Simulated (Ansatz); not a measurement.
# Ir: the cost of one run

Method: DFT r2SCAN, scalar-relativistic, plane waves, PAW, in Ansatz 0.2.0.

2 further runs of the same task are left out: 2 set aside as unsound or not needed.

## (1) Starting point

It takes space group P6_3/mmc (No. 194, hexagonal). The conventional cell has a = 2.704 Å, b = 2.704 Å, c = 4.349 Å, α = 90.00°, β = 90.00°, γ = 120.00°. Around Rh (site symmetry -6m2) lie 12 Rh at 2.68 to 2.70 Å.

As a file:

```
CELL_PARAMETERS angstrom
2.70364 0.00000 0.00000
-1.35182 2.34142 0.00000
0.00000 0.00000 4.34862
ATOMIC_POSITIONS crystal
Rh 0.66667 0.33333 0.75000
Rh 0.33333 0.66667 0.25000
```

It goes back to an entry of the Materials Project, which need not be the stable form.

It is the result of an earlier relaxation at this level (volume 13.76 Å³/atom; gap on the mesh: none (metal)).

## (2) Rh → Ir: the starting cell

Ir starts from the relaxed positions of Rh, with all lengths scaled by 0.995, a guess from tabulated radii.

## (3) Quick check of gap, pressure and forces (Ir)

input.yaml

```yaml
crystal:
  lattice:
    - [2.6906838264, 0.0, 0.0]
    - [-1.3453419132, 2.3302005472, 0.0]
    - [0.0, 0.0, 4.3277730203]
  atoms:
    - { symbol: Ir, position: [0.6666666667, 0.3333333333, 0.75] }
    - { symbol: Ir, position: [0.3333333333, 0.6666666667, 0.25] }
basis:
  ecutwfc: 500
kpoints:
  mp_grid: { grid: [6, 6, 4] }
hamiltonian:
  xc: r2scan
scf:
  occupations: { method: gaussian, width: 0.1 }
output:
  forces: true
  stress: true
  eigenvalues: true
```

Launch:

```bash
$ ansatz run input.yaml --threads 1 --pin off --max-ram 2560MiB --backend cpu --events-out ev --progress --plain --runs-dir out
```

**Question.** How long does this run take on 1 thread of Arm Neoverse V2, shared host, and how much memory does it need?

About 1.6 s, with a peak of 0.32 GiB.
